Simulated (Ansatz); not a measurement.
**Zone-centre phonons of CaF$_{2}$ at 16 GPa: input and output**

These are results of DFT PBE, scalar-relativistic, plane waves, PAW (Ansatz 0.2.0), not measurements.

Launched with:
```bash
ansatz run input.yaml --threads 1 --pin off --max-ram 3072MiB --backend cpu --events-out ev --progress --plain --runs-dir out
```

Input (bare energies are in eV):
```yaml
crystal:
  lattice:
    - [0.0, 2.622706808, 2.622706808]
    - [2.622706808, 0.0, 2.622706808]
    - [2.622706808, 2.622706808, 0.0]
  atoms:
    - { symbol: Ca, position: [0.0, 0.0, 0.0] }
    - { symbol: F, position: [0.25, 0.25, 0.25] }
    - { symbol: F, position: [0.75, 0.75, 0.75] }
basis:
  ecutwfc: 420
kpoints:
  mp_grid: { grid: [8, 8, 8] }
hamiltonian:
  xc: pbe
scf:
  occupations: { method: fixed }
output:
  eigenvalues: true
phonons:
  method: dfpt
  dielectric: true
  rigid_motions: translations
  eigenvectors: true
```

The end of the output:
```
--- Phonons (Γ-DFPT): 2 representative perturbations + reference, on 95 of 512 k-points (Σ response iterations 8) ---
  k mesh reduced under 4 symmetry operations, with k and −k counted as one. Each operation leaves every solved perturbation unchanged. A smaller set is not considered because the run solves the response ...
  ASR residual: 1.474e-3 → 0.000e0 eV/Å²; symmetrization residual: 1.324e-6 eV/Å²
  ASR residual per site (eV/Å²): 1.47e-3 1.89e-4 1.89e-4
  Γ frequencies (cm⁻¹): 0.00 0.00 0.00 328.11 328.11 328.11 382.92 382.92 382.92
  ε∞ (high-frequency dielectric tensor):
        2.364782    -0.000000    -0.000000
        0.000000     2.364782     0.000000
        0.000000     0.000000     2.364782
  ε⁰ (static dielectric tensor: ions relaxed, cell fixed):
        6.106529     0.000000     0.000000
        0.000000     6.106529    -0.000000
        0.000000    -0.000000     6.106529
  ε⁰ − ε∞ (ionic part):
        3.741747     0.000000     0.000000
        0.000000     3.741747    -0.000000
        0.000000    -0.000000     3.741747
  softest optical mode at Γ: 328.11 cm⁻¹; the repairs (sum rule, projections) moved no ω² at Γ by more than (3.19 cm⁻¹)²
  Born effective charges Z* (e; rows j = field, columns β = displacement):
    site 0:
         2.40027   -0.00000    0.00000
         0.00000    2.40027    0.00000
         0.00000   -0.00000    2.40027
    site 1:
        -1.20013    0.00000   -0.00000
        -0.00000   -1.20013   -0.00000
         0.00000    0.00000   -1.20013
    site 2:
        -1.20013    0.00000   -0.00000
        -0.00000   -1.20013   -0.00000
         0.00000    0.00000   -1.20013
  Z* charge neutrality: 4.061e-6 e pre-enforcement
  k-mesh period / interband length: 29.7 Å / 0.84 Å = 35.48 at k = (0.0000, 0.0000, 0.0000), direct gap 8.332 eV — 14 or more, which is no proof of convergence
  optical modes at Γ without the LO–TO term, one row a degenerate level:
      ω (cm⁻¹) modes IR ((D/Å)²/amu)
        328.11      3            20.4438
        382.92      3             0.0000
  optical modes at Γ + LO–TO along q̂ = [1.0000, 0.0000, 0.0000]:
      ω (cm⁻¹) modes IR ((D/Å)²/amu)
        328.11      2            13.6292
        382.92      3             0.0000
        527.26      1             6.8146
  optical modes at Γ + LO–TO along q̂ = [0.0000, 1.0000, 0.0000]:
      ω (cm⁻¹) modes IR ((D/Å)²/amu)
        328.11      2            13.6292
        382.92      3             0.0000
        527.26      1             6.8146
  optical modes at Γ + LO–TO along q̂ = [0.0000, 0.0000, 1.0000]:
      ω (cm⁻¹) modes IR ((D/Å)²/amu)
        328.11      2            13.6292
        382.92      3             0.0000
        527.26      1             6.8146
```

The run took 13 s on 1 thread of Intel(R) Xeon(R) 6975P-C (Granite Rapids), with other jobs on the host, peak memory 0.53 GiB.

The real crystal has changed phase below this pressure.